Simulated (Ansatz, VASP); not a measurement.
One calculation of SnTe2, two programs

```
CELL_PARAMETERS angstrom
2.08831 1.20569 6.29096
-2.08831 1.20569 6.29096
0.00000 -2.41137 6.29096
ATOMIC_POSITIONS crystal
Sn 0.00000 0.00000 0.00000
Te 0.24137 0.24137 0.24137
Te 0.75863 0.75863 0.75863
```

Alike in both runs: task single point; functional r2SCAN; k mesh 6 × 6 × 6; occupations fermi-dirac, width 0.02 eV; no spin polarisation.

|  | VASP | Ansatz |
| --- | --- | --- |
| version | VASP 6.6.1 | Ansatz 0.2.0 |
| potentials or method | VASP PAW PBE potentials, release 64 (Sn_d, Te) | plane waves |
| plane-wave cutoff (eV) | 520 | 500 |
| valence electrons in the cell | 26 | 46 |

VASP gave:

| Item | Value |
| --- | --- |
| pressure (GPa) | 1.0 |
| largest component of the traceless stress (GPa) | 0.06 |
| rms of the force components (eV/Å) | 0.005 |

Problem. Which values does Ansatz return?

Solution. Pressure (GPa): 0.9; largest component of the traceless stress (GPa): 0.05; rms of the force components (eV/Å): 0.012.

Atom by atom the forces differ by 0.007 eV/Å (rms over components). The two sets of potentials don't hold the same shells in valence.

Caveats: the PAW data sets were made with another functional, which shifts forces and pressure a little (VASP). Spin-orbit coupling is left out, which matters for the levels of Te.
